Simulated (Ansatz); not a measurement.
Crystal: As.

```
As
1.0
     1.88080    1.08588    3.51406
    -1.88080    1.08588    3.51406
     0.00000   -2.17176    3.51406
As
2
Cartesian
  0.0000 0.0000 2.3825
  0.0000 0.0000 8.1597
```

Program: Ansatz 0.2.0. Alike in all runs: task band structure; potentials or basis Ansatz PAW; cell as given; cutoff (eV) 420; smearing fermi-dirac 0.05 eV.

Question: Order these runs on this cell by their pressure, lowest first.
A. level LDA; spin SOC, no magnetisation; k mesh 7 × 7 × 7
B. level PBE; spin SOC, no magnetisation; k mesh 7 × 7 × 7
C. level PBEsol; spin off; k mesh 9 × 9 × 9

Answer: A (-1.4 GPa), C (0.3 GPa), B (3.6 GPa).

Caveats: the PAW data sets come from PBE, with cores solved anew for the run's functional, which leaves a small shift of forces and pressure (some runs).
